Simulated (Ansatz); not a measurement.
# Eu: the cost of one run

Computed with Ansatz 0.2.0 (DFT PBE+U (U_eff = 6 eV on Eu 4f), scalar-relativistic, plane waves, PAW, unless a step's input says otherwise).

## Step 1: The system as given

The structure is cubic, space group Im-3m (No. 229). Conventional cell: a = 4.565 Å, b = 4.565 Å, c = 4.565 Å, α = 90.00°, β = 90.00°, γ = 90.00°. Around Eu (site symmetry m-3m) lie 8 Eu at 3.95 Å.

Coordinates:

```cif
data_structure
_symmetry_space_group_name_H-M 'P 1'
_symmetry_Int_Tables_number 1
_cell_length_a 3.9536
_cell_length_b 3.9536
_cell_length_c 3.9536
_cell_angle_alpha 109.471
_cell_angle_beta 109.471
_cell_angle_gamma 109.471
_cell_volume 47.57
loop_
_atom_site_label
_atom_site_type_symbol
_atom_site_fract_x
_atom_site_fract_y
_atom_site_fract_z
_atom_site_occupancy
Eu1 Eu 0.00000 0.00000 0.00000 1
```

This cell comes from an earlier session at PBE+U (U_eff = 6 eV on Eu 4f): 47.573 Å³/atom at 0.00 GPa, on a 14×14×14 mesh.

## Step 2: Coarse mesh, to find the state of the open shells

File input.yaml:

```yaml
crystal:
  lattice:
    - [4.5652268844, 0.0, 0.0]
    - [0.0, 4.5652268844, 0.0]
    - [0.0, 0.0, 4.5652268844]
  atoms:
    - { symbol: Eu, position: [0.0, 0.0, 0.0], spin: 7.0 }
    - { symbol: Eu, position: [0.5, 0.5, 0.5], spin: 7.0 }
basis:
  ecutwfc: 420
  ecutrho_ratio: 4
kpoints:
  mp_grid: { grid: [3, 3, 3] }
hamiltonian:
  xc: pbe
  hubbard: { sites: [{ species: Eu, l: f, u_eff: 6.0 }] }
scf:
  occupations: { method: gaussian, width: 0.05 }
output:
  forces: true
  stress: true
  eigenvalues: true
  populations: true
  hubbard: { sites: [{ species: Eu, l: f }] }
magnetization:
  spin_polarized: true
```

The run is started by

```sh
$ ansatz run input.yaml --threads 2 --pin off --max-ram 5120MiB --backend cpu --events-out ev --progress --plain --runs-dir out
```

What time and memory should one allow on 2 threads of Intel Xeon at 2.50GHz (Skylake/Cascade Lake), shared host?

About 23 s, with a peak of 0.4 GiB.
